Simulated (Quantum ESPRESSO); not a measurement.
## SiC (Moissanite): dielectric tensor and Born charges under several settings

```
Si C
1.0
     3.07600    0.00000    0.00000
    -1.53800    2.66389    0.00000
     0.00000    0.00000    5.04800
Si C
2 2
Direct
  0.66667 0.33333 0.50000
  0.33333 0.66667 0.00000
  0.66667 0.33333 0.88500
  0.33333 0.66667 0.38500
```

All runs used Quantum ESPRESSO 7.5; k mesh 8 × 8 × 4, shifted; given cell; no spin polarisation; cutoff 1116 eV; occupations smeared at first, fixed for the response.

```tsv
level	potentials	pressure (GPa)	sum of the Born charges (e)
LDA	PseudoDojo 0.4.1 SR LDA standard	?	?
PBE	PseudoDojo 0.4.1 SR PBE standard	3.7	-0.05
PBEsol	PseudoDojo 0.4.1 SR PBEsol standard	0.3	-0.05
WC	PseudoDojo 0.4.1 SR PBE standard	1.8	-0.05
BLYP	PseudoDojo 0.4.1 SR PBE standard	10.2	-0.04
AM05	PseudoDojo 0.4.1 SR PBE standard	0.8	-0.05
```

Task: What stands in the row left open?

Result: Pressure -4.5 GPa; sum of the Born charges -0.05 e.

Caveats: the cell is more than 3 GPa from zero pressure, which shifts response properties (some runs); the potentials were made for another functional, which shifts forces and pressure (some runs).

For the row left open. Caveat: the mesh is thin for the dielectric tensor, Born charges and intensities, which usually come out too large; the cell is more than 3 GPa from zero pressure, which shifts response properties.
